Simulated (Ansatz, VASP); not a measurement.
**One calculation of KCl, two programs**

```xyz
2
Lattice="0.0000 3.1561 3.1561 3.1561 0.0000 3.1561 3.1561 3.1561 0.0000" Properties=species:S:1:pos:R:3 pbc="T T T"
K     0.0000    0.0000    0.0000
Cl    3.1561    3.1561    3.1561
```

Alike in both runs: task single point; functional PBE; k mesh 7 × 7 × 7; occupations fermi-dirac, width 0.03 eV; no spin polarisation.

|  | VASP | Ansatz |
| --- | --- | --- |
| version | VASP 6.6.1 | Ansatz 0.2.0 |
| potentials or method | VASP PAW PBE potentials, release 64 (K_sv, Cl), cutoff 520 eV | all-electron LAPW, non-relativistic |

Ansatz gave:

* gap on the k mesh at the Fermi level (eV): 5.24
* pressure (GPa): 0.6

Q: Estimate VASP's values.

A: gap on the k mesh at the Fermi level (eV): 5.16; pressure (GPa): 0.6.

Ansatz ran all-electron here, so the differences hold the error of VASP's frozen core and of both bases.

Caveats: an odd mesh through Γ misses points on the zone boundary, where band edges often lie.
